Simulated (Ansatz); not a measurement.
# C: moving C off its site

C, P6_3/mmc, a = 2.510 Å, c = 8.280 Å. Ansatz: r2SCAN, PAW, 500 eV, Γ-centred 12×12×4 mesh on 8 atoms, Gaussian smearing 0.05 eV; no spin polarisation.

```xyz
8
Lattice="2.5098 0.0000 0.0000 -1.2549 2.1736 0.0000 0.0000 0.0000 8.2803" Properties=species:S:1:pos:R:3 pbc="T T T"
C     0.0000    0.0000    0.7695
C     0.0000    0.0000    4.9097
C     0.0000    0.0000    3.3706
C     0.0000    0.0000    7.5108
C     0.0000    1.4491    1.2876
C     1.2549    0.7245    5.4277
C     0.0000    1.4491    2.8526
C     1.2549    0.7245    6.9928
```

Atom 1 (C) moves by x along the unit vector (-0.500, -0.866, 0.000), with its periodic images; all else is held. y is the free energy of the cell over the start, F the force along the path summed over the moved atoms. Symmetry makes y even in x.

```
  x (Å) y (meV) F (eV/Å)
-0.3000        ?         ?
-0.1500    440.9      5.85
 0.0000      0.0      0.00
 0.0375     27.7     -1.47
 0.0750    110.5     -2.95
 0.1125    248.5     -4.41
 0.1875    687.3     -7.28
 0.2250    986.2     -8.66
 0.2625   1335.9     -9.98
```

Fit y = c2 x² + c4 x⁴ to the energies of the other rows, give the force constant, and predict energy and force of the missing row.

Least squares on the rows shown. y = 19709 x² − 4636.5 x⁴. The force constant is 2 c2 = 39.4 eV/Å² (for all images moving together, not for a lone atom). The force −dy/dx at the missing row is 11.32 eV/Å (computed 11.20). At x = -0.3000 the fit asked for gives 1736.3 meV. The run gave 1733.4 meV, so the fit is 2.9 meV too high, a small miss on the scale of the series.

Cost: 9 runs of about 8.1 core-minutes in all, on Arm Neoverse V2 (shared hosts).